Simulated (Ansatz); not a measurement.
A run of Ansatz 0.2.0:

The input input.yaml:

```yaml
crystal:
  lattice:
    - [-3.28625, 3.28625, 2.9816]
    - [3.28625, -3.28625, 2.9816]
    - [3.28625, 3.28625, -2.9816]
  atoms:
    - { symbol: Hf, position: [0.0, 0.0, 0.0] }
    - { symbol: Hf, position: [0.75, 0.25, 0.5] }
    - { symbol: Si, position: [0.5, 0.5, 0.0] }
    - { symbol: Si, position: [0.25, 0.75, 0.5] }
    - { symbol: O, position: [0.6802, 0.4957, 0.8155] }
    - { symbol: O, position: [0.2457, 0.9302, 0.3155] }
    - { symbol: O, position: [0.6802, 0.8647, 0.1845] }
    - { symbol: O, position: [0.6147, 0.9302, 0.6845] }
    - { symbol: O, position: [0.0698, 0.3853, 0.3155] }
    - { symbol: O, position: [0.5043, 0.3198, 0.1845] }
    - { symbol: O, position: [0.0698, 0.7543, 0.6845] }
    - { symbol: O, position: [0.1353, 0.3198, 0.8155] }
hamiltonian:
  xc: revpbe
  pseudopotentials: { kind: paw }
  dispersion: d3bj
kpoints:
  mp_grid: { grid: [6, 6, 6] }
scf:
  occupations: { method: fermi_dirac, width: 0.05 }
output:
  forces: true
  stress: true
  eigenvalues: true
relax:
  f_tol: 0.01
  max_steps: 40
  cell: { stress_tol: 0.05 }
```

Potentials or basis: Ansatz PAW.

Launch:

```sh
$ ansatz run input.yaml --threads 4 --pin off --max-ram 11264MiB --backend cpu --events-out ev --progress --plain --runs-dir out
```

Hardware: 4 threads of Arm Neoverse V1, with other jobs on the host.

How long does it take, and how much memory?

It took 40 s on 4 threads of Arm Neoverse V1, with other jobs on the host, peak memory 0.66 GiB. Counts: scf iterations 45, plane waves 2531, k points 30, bands 66, ion steps 8.
